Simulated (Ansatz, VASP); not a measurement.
## Ag in VASP and in Ansatz

```
Ag
1.0
    -1.61063    1.61063    1.61063
     1.61063   -1.61063    1.61063
     1.61063    1.61063   -1.61063
Ag
1
Direct
  0.00000 0.00000 0.00000
```

Alike in both runs: task relaxation of cell and atoms; functional PBEsol; k mesh 18 × 18 × 18; occupations gaussian, width 0.1 eV; no spin polarisation.

|  | VASP | Ansatz |
| --- | --- | --- |
| version | VASP 6.6.1 | Ansatz 0.2.0 |
| potentials or method | VASP PAW PBE potentials, release 64 (Ag) | scalar-relativistic, plane waves, PAW |
| plane-wave cutoff (eV) | 600 | 420 |
| valence electrons in the cell | 11 | 19 |

VASP gave:

- gap on the k mesh at the Fermi level, each at its own relaxed structure (eV): none
- relaxed volume (Å³/atom): 16.74
- relaxed cell length with the largest relative difference (Å): 2.791

Question: Estimate Ansatz's values.

Answer: gap on the k mesh at the Fermi level, each at its own relaxed structure (eV): none; relaxed volume (Å³/atom): 16.78; relaxed cell length with the largest relative difference (Å): 2.793.

A gap of «none» marks a metal or a gap that the smearing closes. The two sets of potentials don't hold the same shells in valence.

Caveats: the PAW data sets were made with another functional, which shifts forces and pressure a little (VASP).
